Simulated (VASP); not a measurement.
Here is a VASP 6.6.1 calculation.

File INCAR:

```
SYSTEM = InSe
PREC = Accurate ; ENCUT = 600
EDIFF = 1E-7 ; ISMEAR = 0
SIGMA = 0.03 ; LREAL = .False.
LASPH = .True. ; NELM = 80
ALGO = Normal ; ISIF = 3
LWAVE = .False. ; LCHARG = .False.
GGA = PE ; IVDW = 12
IBRION = 2 ; NSW = 90
EDIFFG = -0.005 ; LATTICE_CONSTRAINTS = .TRUE. .TRUE. .FALSE.
KPAR = 8
```

Contents of KPOINTS:

```
regular mesh
0
Gamma
  9 9 1
  0 0 0
```

File POSCAR:

```
InSe                                    
1.0
    4.0274708384      0.0000000000      0.0000000000
   -2.0137354192      3.4878920640      0.0000000000
    0.0000000000      0.0000000000     23.3577120000
  Se              In            
     2     2
Direct
     0.0000000000000000    0.0000000000000000    0.3846576372771158
     0.0000000000000000    0.0000000000000000    0.6152875317522624
     0.6666666699999979    0.3333333300000021    0.4401346639786753
     0.6666666699999979    0.3333333300000021    0.5597756369919464
```

Potentials or basis: VASP PAW PBE potentials, release 64 (Se, In_d).

Command:

```sh
$ cat potpaw_PBE.64/Se/POTCAR potpaw_PBE.64/In_d/POTCAR > POTCAR
$ mpirun -np 8 vasp_std > vasp.out
```

**Question.** What does it give for the space group after relaxing (to 0.05 Å)?

**Answer.** P-6m2 (No. 187).

**Question.** Estimate the band gap on the k mesh.

**Answer.** 1.62 eV, indirect (least direct gap 1.69 eV).

**Question.** Estimate the dispersion energy per atom.

**Answer.** -0.222 eV.

**Question.** Estimate the relaxed cell.

**Answer.** a = 4.028 Å, b = 4.028 Å, c = 23.358 Å, α = 90.00°, β = 90.00°, γ = 120.00°.

Final structure:
```cif
data_structure
_symmetry_space_group_name_H-M 'P 1'
_symmetry_Int_Tables_number 1
_cell_length_a 4.0278
_cell_length_b 4.0278
_cell_length_c 23.3577
_cell_angle_alpha 90.000
_cell_angle_beta 90.000
_cell_angle_gamma 120.000
_cell_volume 328.17
loop_
_atom_site_label
_atom_site_type_symbol
_atom_site_fract_x
_atom_site_fract_y
_atom_site_fract_z
_atom_site_occupancy
Se1 Se 0.00000 0.00000 0.38464 1
Se2 Se 0.00000 0.00000 0.61529 1
In1 In 0.66667 0.33333 0.44015 1
In2 In 0.66667 0.33333 0.55977 1
```

Caveat: spin-orbit coupling is left out, which moves the levels of the heavy elements. PBE gaps usually lie below the measured ones, often by a third to a half.
